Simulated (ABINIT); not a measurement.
# I (Cmce) in ABINIT: single point with LDA

Aim: the single point of I with LDA.

All numbers are computed with ABINIT 10.8.3 (patched build); they aren't measurements. Logs are shortened: lines on timing, memory, paths and dates and some standing lists are left out, and cuts for length are marked. The log counts tension as positive stress, the text compression.

### 1 Starting point

The structure is orthorhombic, space group Cmce (No. 64). The conventional cell has a = 7.270 Å, b = 4.790 Å, c = 9.793 Å, α = 90.00°, β = 90.00°, γ = 90.00°. Around I (site symmetry m) lie 1 I at 2.68 Å.

### 2 Single point, LDA

Contents of run.abi:

```
# Pseudopotentials
pp_dirpath "./"
pseudos "I.LDA_PW-JTH.xml"

# Structure
acell 3*1.0
rprim
     6.8692206034    -4.5259318630     0.0000000000
     6.8692206034     4.5259318630     0.0000000000
     0.0000000000     0.0000000000    18.5069194180
ntypat 1
znucl 53
natom 4
typat 1 1 1 1
xred
     0.6493000000     0.3507000000     0.3844000000
     0.1493000000     0.8507000000     0.1156000000
     0.3507000000     0.6493000000     0.6156000000
     0.8507000000     0.1493000000     0.8844000000
chkprim 0
chksymtnons 0
tolsym 1.0e-6

# Plane-wave basis
ecut 15.0
pawecutdg 30.0

# k points
kptopt 1
ngkpt 9 9 4
nshiftk 1
shiftk 0.0 0.0 0.0

# Exchange and correlation
ixc 7

# Bands and occupations
nband 18
occopt 3
tsmear 0.05 eV

# SCF cycle
nstep 100
tolvrs 1.0e-9

# Output
iomode 3
prtwf 0
prteig 0
prtebands 0
prtden 1
prtvha 1
prtvclmb 1
prtpot 1
```

Potentials or basis: JTH PAW LDA v2.0.

Command:

```
$ abinit run.abi > log 2>&1
```

run.abo:

```text
.Version 10.8.3 of ABINIT
 Symmetries : space group Cm c a (# 64); Bravais oC (1-face-center ortho.)
================================================================================
 Values of the parameters that define the memory need of the present run
     intxc =       0    ionmov =       0      iscf =      17    lmnmax =       8
     lnmax =       4     mgfft =      72  mpssoang =       2    mqgrid =    4564
     natom =       4  nloc_mem =       2    nspden =       1   nspinor =       1
    nsppol =       1      nsym =       8    n1xccc =       1    ntypat =       1
    occopt =       3   xclevel =       1
       mpw =        3220          nfft =       64800          nkpt =          75
 PAW method is used; the additional fine FFT grid is defined by:
   mgfftf=        96    nfftf =    194400
================================================================================
================================================================================

--------------------------------------------------------------------------------
------------- Echo of variables that govern the present computation ------------
--------------------------------------------------------------------------------
 -outvars: echo values of preprocessed input variables --------
            acell      1.0000000000E+00  1.0000000000E+00  1.0000000000E+00 Bohr
              amu      1.26904470E+02
          chkprim           0
      chksymtnons           0
             ecut      1.50000000E+01 Hartree
                       outvar_i_n : Printing only first  50 k-points.
              ixc           7
                       outvar_i_n : Printing only first  50 k-points.
         kptrlatt        9    0    0      0    9    0      0    0    4
          kptrlen      7.40276777E+01
            natom           4
            nband          18
            ngfft          30      30      72
          ngfftdg          45      45      96
             nkpt          75
            nstep         100
             nsym           8
           ntypat           1
                       prtocc : prtvol=0, do not print more k-points.
           occopt           3
        pawecutdg      3.00000000E+01 Hartree
        prtebands           0
           prteig           0
           prtpot           1
         prtvclmb           1
           prtvha           1
            prtwf           0
            rprim      6.8692206034E+00 -4.5259318630E+00  0.0000000000E+00
                       6.8692206034E+00  4.5259318630E+00  0.0000000000E+00
                       0.0000000000E+00  0.0000000000E+00  1.8506919418E+01
          spgroup          64
           tolsym      1.00000000E-06
           tolvrs      1.00000000E-09
           tsmear      1.83746611E-03 Hartree
            typat      1  1  1  1
           useylm           1
                       outvars : Printing only first  50 k-points.
           xangst      3.6350349975E+00 -7.1515297151E-01  3.7645983335E+00
[... 157 lines left out ...]
 cartesian forces (eV/Angstrom) at end:
    1     -0.00000000000000    -0.38633284686946    -0.79237496435786
    2      0.00000000000000    -0.38633284686946     0.79237496435786
    3     -0.00000000000000     0.38633284686946     0.79237496435786
    4     -0.00000000000000     0.38633284686946    -0.79237496435786
 frms,max,avg= 5.0895683E-01 7.9237496E-01   0.000E+00  0.000E+00  0.000E+00 e/A
 length scales=  1.000000000000  1.000000000000  1.000000000000 bohr
              =  0.529177210544  0.529177210544  0.529177210544 angstroms
 Fermi (or HOMO) energy (hartree) =  -0.16570   Average Vxc (hartree)=  -0.31081
 Eigenvalues (hartree) for nkpt=  75  k points:
 kpt#   1, nband= 18, wtk=  0.00309, kpt=  0.0000  0.0000  0.0000 (reduced coord)
  -0.69181   -0.67502   -0.61566   -0.58114   -0.35718   -0.30683   -0.25351   -0.25242
  -0.23315   -0.23035   -0.22870   -0.20864   -0.18983   -0.18762   -0.14055   -0.10966
  -0.00434    0.00011
      occupation numbers for kpt#   1
   2.00000    2.00000    2.00000    2.00000    2.00000    2.00000    2.00000    2.00000
   2.00000    2.00000    2.00000    2.00000    2.00000    1.99999    0.00000    0.00000
   0.00000    0.00000
 prteigrs : prtvol=0 or 1, do not print more k-points.

--- !EnergyTerms
iteration_state     : {dtset: 1, }
comment             : Components of total free energy in Hartree
kinetic             :  1.37481174286059E+01
hartree             :  5.17269460377335E+00
xc                  : -1.70619931483470E+01
Ewald energy        : -4.14535117933903E+01
psp_core            :  7.97975450129054E+00
local_psp           : -1.05349211564230E+01
PAW spherical_terms : -4.96134958202912E+00
internal            : -4.71112091465196E+01
'-kT*entropy'       : -5.32870498149343E-08
total_energy        : -4.71112091998067E+01
total_energy_eV     : -1.28196131005115E+03
...

--- !EnergyTermsDC
iteration_state     : {dtset: 1, }
comment             : '"Double-counting" decomposition of free energy'
band_energy         : -1.03284103242512E+01
Ewald energy        : -4.14535117933903E+01
psp_core            :  7.97975450129054E+00
xc_dc               : -6.98891802988625E+00
PAW spherical_terms :  3.67986922890215E+00
internal            : -4.71112164173351E+01
'-kT*entropy'       : -5.32870498149343E-08
total_energy_dc     : -4.71112164706221E+01
total_energy_dc_eV  : -1.28196150790012E+03
...

--- !EnergyTermsWithPAWCore
iteration_state     : {dtset: 1, }
comment             : 'Components of total free energy, including PAW core contributions'
Total energy        : -2.84427310748630E+04
Total energy DC     : -2.84427310821339E+04
Total energy (eV)   : -7.73966141168664E+05
Total energy DC (eV): -7.73966141366513E+05
...

 Cartesian components of stress tensor (hartree/bohr^3)
  sigma(1 1)=  2.58879895E-05  sigma(3 2)=  0.00000000E+00
  sigma(2 2)=  4.45596360E-05  sigma(3 1)=  0.00000000E+00
  sigma(3 3)=  2.99012673E-06  sigma(2 1)=  0.00000000E+00

-Cartesian components of stress tensor (GPa)         [Pressure= -7.2020E-01 GPa]
- sigma(1 1)=  7.61650947E-01  sigma(3 2)=  0.00000000E+00
- sigma(2 2)=  1.31098975E+00  sigma(3 1)=  0.00000000E+00
- sigma(3 3)=  8.79725658E-02  sigma(2 1)=  0.00000000E+00

== END DATASET(S) ==============================================================
================================================================================

 -outvars: echo values of variables after computation  --------
            acell      1.0000000000E+00  1.0000000000E+00  1.0000000000E+00 Bohr
           etotal     -4.7111216471E+01
            fcart     -4.1570035164E-19 -7.5129777072E-03 -1.5409239704E-02
                       4.5166138635E-19 -7.5129777072E-03  1.5409239704E-02
                      -1.7980517358E-20  7.5129777072E-03  1.5409239704E-02
                      -1.7980517358E-20  7.5129777072E-03 -1.5409239704E-02
            rprim      6.8692206034E+00 -4.5259318630E+00  0.0000000000E+00
                       6.8692206034E+00  4.5259318630E+00  0.0000000000E+00
                       0.0000000000E+00  0.0000000000E+00  1.8506919418E+01
           strten      2.5887989492E-05  4.4559635973E-05  2.9901267346E-06
                       0.0000000000E+00  0.0000000000E+00  0.0000000000E+00
           xangst      3.6350349975E+00 -7.1515297151E-01  3.7645983335E+00
                       3.6350349975E+00  1.6798670269E+00  1.1321216632E+00
                       3.6350349975E+00  7.1515297151E-01  6.0288416599E+00
                       3.6350349975E+00 -1.6798670269E+00  8.6613183301E+00
             xred      6.4930000000E-01  3.5070000000E-01  3.8440000000E-01
                       1.4930000000E-01  8.5070000000E-01  1.1560000000E-01
                       3.5070000000E-01  6.4930000000E-01  6.1560000000E-01
                       8.5070000000E-01  1.4930000000E-01  8.8440000000E-01
 Calculation completed.
```

It took 2.1 min on 1 thread of Arm Neoverse V1, shared host; peak memory 0.19 GiB.

What came out:

| Item | Value |
| --- | --- |
| Free energy | -1281.9615 eV |
| Pressure | -0.7 GPa |
| Largest force | 0.882 eV/Å |
| Band gap on the k mesh | 1.18 eV, indirect (least direct gap 1.28 eV) |
| Valence electrons inside the program's atomic spheres | I 3.94, 3.93 (radii [1.2172] Å) |

Forces in eV/Å, atoms in the order of the input:
```
I    0.000 -0.386 -0.792
I    0.000 -0.386  0.792
I    0.000  0.386  0.792
I    0.000  0.386 -0.792
```

Stress tensor (GPa, compression positive):
```
-0.76  0.00  0.00
 0.00 -1.31  0.00
 0.00  0.00 -0.09
```

Caveat: spin-orbit coupling is left out, which moves the levels of the heavy elements; an odd mesh through Γ misses points on the zone boundary, where band edges often lie.
